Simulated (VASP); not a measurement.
# Al (Fm-3m) in VASP: a series of runs

Aim: see how the results for Al move with the level of theory and the settings. Levels: PBEsol, PBE. Tasks: relaxation of cell and atoms.

Everything below comes from runs of VASP 6.6.1. Logs are shortened: lines on timing, memory, paths and dates and some standing lists are left out, and cuts for length are marked.

### Step 1. Starting point

The structure is cubic, space group Fm-3m (No. 225). The conventional cell has a = 4.050 Å, b = 4.050 Å, c = 4.050 Å, α = 90.00°, β = 90.00°, γ = 90.00°. Al (site symmetry m-3m) is surrounded by 12 Al at 2.86 Å.

### Step 2. Relaxation of cell and atoms, PBEsol

INCAR

```
PREC = Accurate
ENCUT = 600
EDIFF = 1E-6
ISMEAR = 1
SIGMA = 0.1
LREAL = False
LASPH = True
NELM = 80
ALGO = Normal
ISIF = 3
LWAVE = False
LCHARG = False
GGA = PS
IBRION = 2
NSW = 90
EDIFFG = -0.01
```

KPOINTS

```
regular mesh
0
Gamma
  16 16 16
```

POSCAR

```
Al
1.0
    0.0000000000      2.0248050000      2.0248050000
    2.0248050000      0.0000000000      2.0248050000
    2.0248050000      2.0248050000      0.0000000000
Al
1
Direct
    0.0000000000      0.0000000000      0.0000000000
```

Potentials or basis: VASP PAW PBE potentials, release 64 (Al).

The run is started by

```sh
cat potpaw_PBE.64/Al/POTCAR > POTCAR
mpirun -np 1 vasp_std > vasp.out
```

OUTCAR:

```text
PREC = Accurate
   ENCUT = 600
   EDIFF = 1E-6
   ISMEAR = 1
   LREAL = False
   LASPH = True
   NELM = 80
   ISIF = 3
   GGA = PS
   IBRION = 2
   NSW = 90
   EDIFFG = -0.01

 ion  position               nearest neighbor table
   1  0.000  0.000  0.000-

  LATTYP: Found a face centered cubic cell.
 ALAT       =     4.0496100000

  Lattice vectors:

 A1 = (   0.0000000000,   2.0248050000,   2.0248050000)
 A2 = (   2.0248050000,   0.0000000000,   2.0248050000)
 A3 = (   2.0248050000,   2.0248050000,   0.0000000000)

Analysis of symmetry for initial positions (statically):
=====================================================================
 Subroutine PRICEL returns:
 Original cell was already a primitive cell.

 Routine SETGRP: Setting up the symmetry group for a
 face centered cubic supercell.

 Subroutine GETGRP returns: Found 48 space group operations
 (whereof 48 operations were pure point group operations)
 out of a pool of 48 trial point group operations.

The static configuration has the point symmetry O_h .

Analysis of symmetry for dynamics (positions and initial velocities):
=====================================================================
 Subroutine PRICEL returns:
 Original cell was already a primitive cell.

 Routine SETGRP: Setting up the symmetry group for a
 face centered cubic supercell.

 Subroutine GETGRP returns: Found 48 space group operations
 (whereof 48 operations were pure point group operations)
 out of a pool of 48 trial point group operations.

The dynamic configuration has the point symmetry O_h .

 Subroutine INISYM returns: Found 48 space group operations
 (whereof 48 operations are pure point group operations),
 and found     1 'primitive' translations

----------------------------------------------------------------------------------------

                                     Primitive cell

  volume of cell :      16.6027

  direct lattice vectors                    reciprocal lattice vectors
     0.000000000  2.024805000  2.024805000    -0.246937359  0.246937359  0.246937359
     2.024805000  0.000000000  2.024805000     0.246937359 -0.246937359  0.246937359
     2.024805000  2.024805000  0.000000000     0.246937359  0.246937359 -0.246937359

  length of vectors
[... 84 lines left out ...]
   IBRION =      2    ionic relax: 0-MD 1-quasi-New 2-CG
   NFREE  =      1    steps in history (QN), initial steepest desc. (CG)
   ISIF   =      3    stress and relaxation
   ISYM   =      2    0-nonsym 1-usesym 2-fastsym
   POTIM  = 0.5000    time-step for ionic-motion
   TEBEG  =    0.0;   TEEND  =   0.0 temperature during run
   PSTRESS=    0.0 pullay stress
   NELECT =       3.0000    total number of electrons
   NUPDOWN=      -1.0000    fix difference up-down
   EMIN   =  10.00;   EMAX   =-10.00  energy-range for DOS
   EFERMI =   0.00;   METHOD = LEGACY
   ISMEAR =     1;   SIGMA  =   0.10  broadening in eV -4-tet -1-fermi 0-gaus
   EFERMI_NEDOS =   21; number of points for ismear=-14 and -15
   IALGO  =     38    algorithm
   IMIX   =      4    mixing-type and parameters
     AMIX     =   0.40;   BMIX     =  1.00
     AMIX_MAG =   1.60;   BMIX_MAG =  1.00
  volume/ion in A,a.u.               =      16.60       112.04
  Fermi-wavevector in a.u.,A,eV,Ry     =   0.925526  1.748991 11.654733  0.856599
  Thomas-Fermi vector in A             =   2.051390
   LORBIT       =      0    0 simple, 1 ext, 2 COOP (PROOUT), +10 PAW based schemes
   GGA     = PS    functional components
   LHFCALC =     F    Hartree Fock is set to
   AEXX    =    0.0000 exact exchange contribution
   IVDW    =     0    specifies the selected vdW correction
   LEPSILON=     F    determine dielectric tensor
   LRPA    =     F    only Hartree local field effects (RPA)
 conjugate gradient relaxation of ions
 non-spin polarized calculation
 Methfessel and Paxton  Order N= 1 SIGMA  =   0.10
  energy-cutoff  :      600.00
  volume of cell :       16.60
 maximum number of plane-waves:       568
   NGX = 11   NGY = 11   NGZ = 11

--------------------------------------- Ionic step        1  -------------------------------------------

 number of electron       3.0000000 magnetization

 Free energy of the ion-electron system (eV)
  ---------------------------------------------------
  ext. energy  EPLUGINS =         0.00000000
  ---------------------------------------------------
  free energy    TOTEN  =        -4.09526930 eV

  energy without entropy =       -4.09560671  energy(sigma->0) =       -4.09538177

------------------------ aborting loop because EDIFF is reached ----------------------------------------

  FORCE on cell =-STRESS in cart. coord.  units (eV):
  Direction    XX          YY          ZZ          XY          YZ          ZX
  --------------------------------------------------------------------------------------
  -------------------------------------------------------------------------------------
  Total       -0.2080013     -0.2080013     -0.2080013      0.0000000      0.0000000      0.0000000
  in kB      -20.0722934    -20.0722934    -20.0722934      0.0000000      0.0000000      0.0000000
  external PRESSURE =     -20.0722934 kB  Pullay stress =       0.0000000 kB
[... 57 lines left out ...]
--------------------------------------- Ionic step        3  -------------------------------------------

 number of electron       3.0000000 magnetization

 Free energy of the ion-electron system (eV)
  ---------------------------------------------------
  ext. energy  EPLUGINS =         0.00000000
  ---------------------------------------------------
  free energy    TOTEN  =        -4.09792694 eV

  energy without entropy =       -4.09826422  energy(sigma->0) =       -4.09803937

 E-fermi :   8.1828     XC(G=0): -10.3266

 val. band max:        8.1451580626   @ k =  -0.2500   0.3125   0.1250
 cond. band min:       8.2673015232   @ k =   0.4375   0.4375   0.0000
 fundamental gap:      0.1221434606
 Fermi energy:         8.1827839607

 k-point     1 :       0.0000    0.0000    0.0000
  band No.  band energies     occupation
      1      -3.1126      2.00000
      2      20.8500      0.00000
      3      20.8500      0.00000
      4      20.8500      0.00000
      5      22.4868      0.00000
[... 177 lines left out ...]
 k-point    24 :      -0.0625    0.0625    0.0000
  band No.  band energies     occupation
      1      -2.8261      2.00000
      2      17.9919      0.00000
      3      18.7663      0.00000
      4      21.1287      0.00000
      5      22.6670      0.00000

 [... further k-points ...]
[... 5 lines left out ...]
  --------------------------------------------------------------------------------------
  -------------------------------------------------------------------------------------
  Total        0.0003738      0.0003738      0.0003738      0.0000000      0.0000000      0.0000000
  in kB        0.0369913      0.0369913      0.0369913      0.0000000      0.0000000      0.0000000
  external PRESSURE =       0.0369913 kB  Pullay stress =       0.0000000 kB
[... 16 lines left out ...]
  FREE ENERGIE OF THE ION-ELECTRON SYSTEM (eV)
  ---------------------------------------------------
  free  energy   TOTEN  =        -4.0979269448 eV

  energy  without entropy=       -4.0982642202  energy(sigma->0) =       -4.09803937

 reached required accuracy - stopping structural energy minimisation
```

It took 5.8 s on 1 thread of Intel Xeon 6975P-C (Granite Rapids), shared host; peak memory 0.14 GiB.

Results:

| Quantity | Value |
| --- | --- |
| Free energy | -4.0979 eV |
| Relaxed volume | 16.19 Å³/atom |
| Relaxed cell | a = 2.839 Å, b = 2.839 Å, c = 2.839 Å, α = 60.00°, β = 60.00°, γ = 60.00° |
| Space group after relaxing (to 0.05 Å) | Fm-3m (No. 225) |
| Energy gained by relaxing | 2.7 meV/atom |
| Ionic steps | 3 |
| Pressure after relaxing | 0.0 GPa |
| Band gap on the k mesh | none (metal or under the smearing width) |

Step by step:
| step | energy change (eV) | largest force (eV/Å) | pressure (GPa) | volume (Å³) |
| --- | --- | --- | --- | --- |
| 1 | 0.0000 | 0.0000 | -2.01 | 16.60 |
| 2 | -0.0026 | 0.0000 | 0.43 | 16.11 |
| 3 | -0.0027 | 0.0000 | 0.00 | 16.19 |

Final structure:
```yaml
crystal:
  lattice:
    - [0.00000, 2.00782, 2.00782]
    - [2.00782, 0.00000, 2.00782]
    - [2.00782, 2.00782, 0.00000]
  atoms:
    - { symbol: Al, position: [0.00000, 0.00000, 0.00000] }
```

Caveat: the PAW data sets were made with another functional, which shifts forces and pressure a little.

### Step 3. Relaxation of cell and atoms, PBEsol

This run uses another cell than the first one, of 16.19 Å³/atom, 0.975 times its volume.

Edit INCAR of step 2 so:

```diff
@@ -2,3 +2,3 @@
 ENCUT = 600
-EDIFF = 1E-6
+EDIFF = 1E-7
 ISMEAR = 1
@@ -15,2 +15,2 @@
 NSW = 90
-EDIFFG = -0.01
+EDIFFG = -0.005
```

KPOINTS is that of step 2.

POSCAR

```
Al                                      
1.0
   -0.0000000000      2.0078218401      2.0078218401
    2.0078218401      0.0000000000      2.0078218401
    2.0078218401      2.0078218401     -0.0000000000
  Al            
     1
Direct
     0.0000000000000000    0.0000000000000000    0.0000000000000000
```

Potentials or basis: VASP PAW PBE potentials, release 64 (Al).

The run is started by

```sh
cat potpaw_PBE.64/Al/POTCAR > POTCAR
mpirun -np 1 vasp_std > vasp.out
```

Run time: 3.5 s. Hardware: 1 thread of Intel Xeon 6975P-C (Granite Rapids), shared host; peak memory 0.13 GiB.

It converged, with:

| Property | Result |
| --- | --- |
| Free energy | -4.0979 eV |
| Pressure after relaxing | 0.0 GPa |
| Band gap on the k mesh | none (metal or under the smearing width) |

Final structure:
```yaml
crystal:
  lattice:
    - [0.00000, 2.00782, 2.00782]
    - [2.00782, 0.00000, 2.00782]
    - [2.00782, 2.00782, 0.00000]
  atoms:
    - { symbol: Al, position: [0.00000, 0.00000, 0.00000] }
```

Levels at points of the mesh, in eV from the Fermi level:
```tsv
k point	band 1	band 2	band 3	band 4	band 5
(0.00, 0.00, 0.00)	-11.30	12.67	12.67	12.67	14.30
(0.50, 0.00, 0.00)	-4.70	-4.44	11.49	11.49	11.57
(0.50, 0.50, 0.00)	-3.00	-1.65	5.22	5.64	5.64
```

Caveat: the relaxation stopped at its first step, so nothing moved; the PAW data sets were made with another functional, which shifts forces and pressure a little.

### Step 4. Relaxation of cell and atoms, PBE

INCAR

```
SYSTEM = Al
  PREC = Accurate
  ENCUT = 300
  EDIFF = 1E-6
  ISMEAR = 1
  SIGMA = 0.1
  LREAL = .False.
  LASPH = .True.
  NELM = 80
  ALGO = Normal
  ISIF = 3
  LWAVE = .False.
  LCHARG = .False.
  GGA = PE
  IBRION = 2
  NSW = 90
  EDIFFG = -0.01
```

KPOINTS

```
regular mesh
0
Gamma
  8 8 8
  0 0 0
```

POSCAR

```
Al
1.0
    0.0000000000      2.0248050000      2.0248050000
    2.0248050000      0.0000000000      2.0248050000
    2.0248050000      2.0248050000      0.0000000000
Al
1
Direct
    0.0000000000      0.0000000000      0.0000000000
```

The run is started by

```sh
cat potpaw_PBE.64/Al/POTCAR > POTCAR
mpirun -np 1 vasp_std > vasp.out
```

It took 1.2 s on 1 thread of Intel Xeon 6975P-C (Granite Rapids), shared host; peak memory 0.1 GiB.

The run converged. Its results:

```
Free energy                            : -3.7358 eV
Relaxed volume                         : 16.50 Å³/atom
Relaxed cell                           : a = 2.858 Å, b = 2.858 Å, c = 2.858 Å, α = 60.00°, β = 60.00°, γ = 60.00°
Space group after relaxing (to 0.05 Å) : Fm-3m (No. 225)
Energy gained by relaxing              : 0.2 meV/atom
Ionic steps                            : 3
Pressure after relaxing                : 0.0 GPa
Band gap on the k mesh                 : none (metal or under the smearing width)
```

The path:
| step | energy change (eV) | largest force (eV/Å) | pressure (GPa) | volume (Å³) |
| --- | --- | --- | --- | --- |
| 1 | 0.0000 | 0.0000 | -0.49 | 16.60 |
| 2 | -0.0002 | 0.0000 | 0.10 | 16.48 |
| 3 | -0.0002 | 0.0000 | 0.01 | 16.50 |

Final structure:
```
CELL_PARAMETERS angstrom
0.00000 2.02069 2.02069
2.02069 0.00000 2.02069
2.02069 2.02069 0.00000
ATOMIC_POSITIONS crystal
Al 0.00000 0.00000 0.00000
```

Levels at points of the mesh, in eV from the Fermi level:
| k point | band 1 | band 2 | band 3 | band 4 | band 5 |
| --- | --- | --- | --- | --- | --- |
| (0.00, 0.00, 0.00) | -11.22 | 12.57 | 12.57 | 12.57 | 14.02 |
| (0.50, 0.00, 0.00) | -4.68 | -4.47 | 11.32 | 11.32 | 11.41 |
| (0.50, 0.50, 0.00) | -3.01 | -1.69 | 5.19 | 5.50 | 5.50 |
